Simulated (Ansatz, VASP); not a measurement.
## Two plane-wave programs on Nb

File INCAR:

```
SYSTEM = Nb
ALGO = Normal
EDIFF = 1E-7
EDIFFG = -0.005
ENCUT = 600
GGA = PE
IBRION = 2
ISIF = 3
ISMEAR = -1
LASPH = .True.
LCHARG = .False.
LREAL = .False.
LWAVE = .False.
NELM = 80
NSW = 60
PREC = Accurate
SIGMA = 0.05
```

Contents of KPOINTS:

```
k-points
0
Gamma
  16 16 16
  0 0 0
```

POSCAR

```
Nb
1.0
   -1.6548069191      1.6548069191      1.6548069191
    1.6548069191     -1.6548069191      1.6548069191
    1.6548069191      1.6548069191     -1.6548069191
Nb
1
Direct
    0.0000000000      0.0000000000      0.0000000000
```

Input for Ansatz:

```yaml
crystal:
  lattice:
    - [-1.6548069191, 1.6548069191, 1.6548069191]
    - [1.6548069191, -1.6548069191, 1.6548069191]
    - [1.6548069191, 1.6548069191, -1.6548069191]
  atoms:
    - { symbol: Nb, position: [0.0, 0.0, 0.0] }
kpoints:
  mp_grid: { grid: [16, 16, 16] }
scf:
  occupations: { method: fermi_dirac, width: 0.05 }
hamiltonian:
  xc: pbe
  pseudopotentials: { kind: paw }
output:
  forces: true
  stress: true
relax:
  f_tol: 0.005
  max_steps: 40
  cell: {}
```

Alike in both runs: task relaxation of cell and atoms; functional PBE; k mesh 16 × 16 × 16; occupations fermi-dirac, width 0.05 eV; no spin polarisation.

|  | VASP | Ansatz |
| --- | --- | --- |
| version | VASP 6.6.1 | Ansatz 0.2.0 |
| potentials or method | VASP PAW PBE potentials, release 64 (Nb_sv) | PAW with Ansatz's default frozen-core files, scalar-relativistic |
| plane-wave cutoff (eV) | 600 | 420 |
| valence electrons in the cell | 13 | 13 |

|  | VASP | Ansatz | Ansatz less VASP |
| --- | --- | --- | --- |
| relaxed volume (Å³/atom) | 18.08 | 18.11 | +0.033 |
| relaxed cell length with the largest relative difference (Å) | 2.864 | 2.866 | +0.0017 |
